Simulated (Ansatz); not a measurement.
## SnSe2 under changes of volume

One of the cells (25.726 Å³/atom); the others are scaled copies at fixed shape and fractional positions:

```
Sn Se
1.0
     3.81100    0.00000    0.00000
    -1.90550    3.30042    0.00000
     0.00000    0.00000    6.13600
Sn Se
1 2
Direct
  0.00000 0.00000 0.00000
  0.66667 0.33333 0.75100
  0.33333 0.66667 0.24900
```

- Program: Ansatz 0.2.0
- Functional: RPBE
- Dispersion: D3(BJ)
- Potentials or basis: Ansatz PAW
- Cutoff: 420 eV (not typed: the program's choice for these potentials)
- k mesh: 8 × 8 × 5
- Occupations: fermi-dirac, width 0.05 eV
- Spin: no spin polarisation

```tsv
volume (Å³/atom)	energy over the lowest point (meV/atom)	pressure (GPa)	gap on the mesh (eV)	largest force (eV/Å)
24.182	0.00	-0.8	0.96	0.959
24.697	5.20	-2.4	0.94	0.697
25.212	15.38	-3.9	0.91	0.455
25.726	?	?	?	?
26.241	48.50	-6.3	0.86	0.025
26.755	70.47	-7.3	0.83	0.165
27.270	95.51	-8.2	0.80	0.342
```

Question: What does the run at 25.726 Å³/atom give?

Answer: Energy over the lowest point 29.99 meV/atom; pressure -5.2 GPa; gap on the mesh 0.89 eV; largest force 0.232 eV/Å.

Worked out: A Birch-Murnaghan fit of order 3 (a polynomial in V^(-2/3)) to the other rows has its minimum at 23.96 Å³/atom, just outside them, with B0 = V·E''(V) = 86 GPa and B' = 4.7 at fixed shape and positions, which overstates the stiffness. It gives 29.97 meV/atom at 25.726 Å³/atom, against the run's 29.99, and -dE/dV = -5.2 GPa, against -5.2. A straight line through the other rows of the gap, of slope -1.34 eV per unit of ln V, gives 0.88 eV, against the run's 0.89.

Energies are extrapolated to zero smearing.

Caveats: odd divisions of the mesh miss points on the zone boundary, where band edges often lie, so the gap on the mesh can be too wide; spin-orbit coupling is left out, which moves the levels of the heavy elements; the PAW data sets come from PBE, with cores solved anew for the run's functional, which leaves a small shift of forces and pressure.

A mesh can miss the band edges.
